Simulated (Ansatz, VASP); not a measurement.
# Cross-check of PbF2 (Fluorocronite) between VASP and Ansatz, part 2 of 2

One calculation is typed for both programs; each brings its own data sets. How far apart do they land? The cell is taken from a series of runs on this material, whose earlier steps may have relaxed, scaled, displaced or heated it; both programs get it as it stands.

VASP 6.6.1 and Ansatz 0.2.0.

So far. Step 2 (VASP: single point, PBEsol): The run ends at a pressure of -0.22 GPa.

**5. Ansatz: dielectric response, PBEsol**

Level of this step: Ansatz beside VASP: Kohn-Sham DFT, plane waves, PBEsol (Ansatz).

The response to a field tests empty states and converges slowly with the mesh.

The cell is taken from a series of runs on this material, whose earlier steps may have relaxed, scaled, displaced or heated it; both programs get it as it stands.

Input file input.yaml:

```yaml
crystal:
  lattice:
    - [0.0, 2.9493396489, 2.9493396489]
    - [2.9493396489, 0.0, 2.9493396489]
    - [2.9493396489, 2.9493396489, 0.0]
  atoms:
    - { symbol: Pb, position: [0.0, 0.0, 0.0] }
    - { symbol: F, position: [0.25, 0.25, 0.25] }
    - { symbol: F, position: [0.75, 0.75, 0.75] }
kpoints:
  mp_grid: { grid: [7, 7, 7] }
scf:
  occupations: { method: fixed }
hamiltonian:
  xc: pbesol
  pseudopotentials: { kind: paw }
dielectric: {}
```

Started as:

```bash
> ansatz run input.yaml --threads 4 --pin off --max-ram 8192MiB --backend cpu --events-out ev --progress --plain --runs-dir out
```

Numbers of over 12 decimals in the logs are rounded to 6 here.

The log of the run:

```text
[...]
Crystal: 3 atoms, lattice volume = 51.310 Å³
Basis set: ecut = 420 eV, 965 PW (Γ), exchange–correlation on 60×60×60 points (8 copies of the dense FFT grid, shifted against one another)
Bands: 18, of which v1, the nominal top of the filled ones, is band 14 counted from 1 (13 counted from 0)
Symmetry: 48 space group operations
k-points: 40 of 343 (irreducible under 8 space group operations, time reversal used)
[...]
0.00000    3.21772    0.00000
         0.00000    0.00000    3.21772
    site 1:
        -1.60886    0.00000   -0.00000
        -0.00000   -1.60886   -0.00000
        -0.00000   -0.00000   -1.60886
    site 2:
        -1.60886    0.00000   -0.00000
        -0.00000   -1.60886   -0.00000
        -0.00000   -0.00000   -1.60886
  Z* charge neutrality: 2.405e-5 e pre-enforcement
  k-mesh period / interband length: 29.2 Å / 1.22 Å = 23.86 at k = (0.0000, 0.4286, 0.4286), direct gap 4.571 eV — 14 or more, which is no proof of convergence
[key lines of the parts left out:]
SCF converged after 8 iterations
Free energy (F): -13357.237241 eV
Fermi energy:    5.091572 eV
```

**6. VASP: dielectric response, PBEsol**

The same cell, functional and mesh now go to VASP, with its own data sets.

Input file INCAR:

```
SYSTEM = PbF2
PREC = Accurate
ENCUT = 520
EDIFF = 1E-08
NELM = 120
ISMEAR = 0
SIGMA = 0.01
LREAL = .FALSE.
ALGO = Normal
GGA = PS
NBANDS = 20
LORBIT = 11
LWAVE = .FALSE.
LCHARG = .FALSE.
ISIF = 2
LEPSILON = .TRUE.
LASPH = .TRUE.
GGA_COMPAT = .FALSE.
EFERMI = MIDGAP
```

Input file POSCAR:

```
PbF2
1.0
    0.0000000000      2.9493396489      2.9493396489
    2.9493396489      0.0000000000      2.9493396489
    2.9493396489      2.9493396489      0.0000000000
Pb F
1 2
Direct
    0.0000000000      0.0000000000      0.0000000000
    0.2500000000      0.2500000000      0.2500000000
    0.7500000000      0.7500000000      0.7500000000
```

Input file KPOINTS:

```
Automatic mesh
0
Gamma
7 7 7
0 0 0
```

PAW data sets: Pb_d and F (PBE family, release 64).

Started as:

```bash
> mpirun -np 1 vasp_std
```

The log of the run:

```text
[banner, memory and clock lines left out]
running    1 mpi-ranks, on    1 nodes
[...]
[... a notice as in an earlier step ...]

 LDA part: xc-table for (Slater+PW92), standard interpolation
 POSCAR, INCAR and KPOINTS ok, starting setup
[...]
entering main loop
       N       E                     dE             d eps       ncg     rms          rms(c)
[... 12 cycles as in an earlier step ...]
DAV:  13    -0.149365151147E+02    0.27106E-05   -0.23308E-05  1040   0.489E-02    0.232E-03
DAV:  14    -0.149365151814E+02   -0.66681E-07   -0.11687E-06   844   0.767E-03    0.558E-04
DAV:  15    -0.149365152015E+02   -0.20048E-07   -0.26521E-08   948   0.132E-03    0.217E-04
DAV:  16    -0.149365151996E+02    0.18622E-08   -0.50764E-09   672   0.909E-04
   1 F= -.14936515E+02 E0= -.14936515E+02  d E =0.000000E+00
 Linear response reoptimize wavefunctions to high precision
DAV:   1    -0.149365152043E+02   -0.47285E-08   -0.60320E-10   624   0.207E-04
DAV:   2    -0.149365152043E+02    0.52296E-10   -0.94023E-11   476   0.129E-04
[...]
RMM:  13    -0.368962382280E+00    0.43732E-06   -0.33291E-08  2240   0.860E-04    0.245E-05
RMM:  14    -0.368962363852E+00    0.18428E-07   -0.60735E-08  2035   0.397E-04    0.266E-06
 change of polarisation eV/A/(eV/A) component  2 :    -0.002     0.680     0.023
 dielectric tensor                  component  2 :    -0.009     3.398     0.082
 Linear response to external field, progress :
  Direction:   3
       N       E                     dE             d eps       ncg     rms          rms(c)
RMM:   1    -0.371180059848E+00   -0.37118E+00   -0.15076E+00  2881   0.411E+00
RMM:   2    -0.390200747525E+00   -0.19021E-01   -0.18576E-02  2793   0.981E-01    0.118E+00
RMM:   3    -0.354149732958E+00    0.36051E-01   -0.28977E-02  2471   0.123E+00    0.578E-01
RMM:   4    -0.361425995647E+00   -0.72763E-02   -0.26627E-02  2805   0.106E+00    0.137E-01
[...]
RMM:  12    -0.368962822933E+00    0.48535E-07   -0.17235E-07  2568   0.194E-03    0.416E-05
RMM:  13    -0.368962380464E+00    0.44247E-06   -0.33911E-08  2245   0.860E-04    0.244E-05
RMM:  14    -0.368962363823E+00    0.16640E-07   -0.55458E-08  2041   0.397E-04    0.265E-06
 change of polarisation eV/A/(eV/A) component  3 :     0.014     0.007     0.680
 dielectric tensor                  component  3 :     0.048     0.026     3.398
 Born effective charges drift removed
```

OUTCAR, selected parts (step 6):

```text
  Total       -0.0720198     -0.0720198     -0.0720198      0.0000000      0.0000000     -0.0000000
  in kB       -2.2488375     -2.2488375     -2.2488375      0.0000000      0.0000000     -0.0000000
  external PRESSURE =      -2.2488375 kB  Pullay stress =       0.0000000 kB

 POSITION                                       TOTAL-FORCE (eV/Angst)
 -----------------------------------------------------------------------------------
      0.00000      0.00000      0.00000         0.000000     -0.000000     -0.000000
      1.47467      1.47467      1.47467         0.000000      0.000000     -0.000000
      4.42401      4.42401      4.42401        -0.000000     -0.000000      0.000000
 -----------------------------------------------------------------------------------
    total drift:                                0.000000     -0.000000      0.000000

 MACROSCOPIC STATIC DIELECTRIC TENSOR (including local field effects in DFT)
 ------------------------------------------------------
           3.397683    -0.000000     0.000000
          -0.000000     3.397683     0.000000
           0.000000     0.000000     3.397683
 ------------------------------------------------------

[... 2 parts as in an earlier step ...]
```

**7. Side by side**

The two programs side by side:

| quantity | Ansatz | VASP | difference |
| --- | --- | --- | --- |
| ε∞ xx | 3.40 | 3.40 | +0.20 % |
| ε∞ yy | 3.40 | 3.40 | +0.20 % |
| ε∞ zz | 3.40 | 3.40 | +0.20 % |

**8. Results**

```
difference in gap on the k mesh (single point, PBEsol) : 0.0056 eV
difference in ε∞ xx (dielectric response, PBEsol)      : 0.20 %
```

**Reading.** The difference in gap on the k mesh is 0.0056 eV (single point, PBEsol), within the 0.08 eV picked in this series as the mark of a large difference. Such differences can come from data sets, numerical settings and the points named under the comparisons, not from the functional's error against experiment.

[Lines on the potential files, build, host, timing and source positions are cut from VASP's logs without a mark.]

[Logs are printed without paths, hosts, clocks, repeated set-up lines and the standing remarks that a program may print on its own settings, such as how far it seeks lower states.]

[Hosts, paths, dates, database ids (printed as entryN), source tags and the programs' standing remarks are cut or masked in the printed files.]
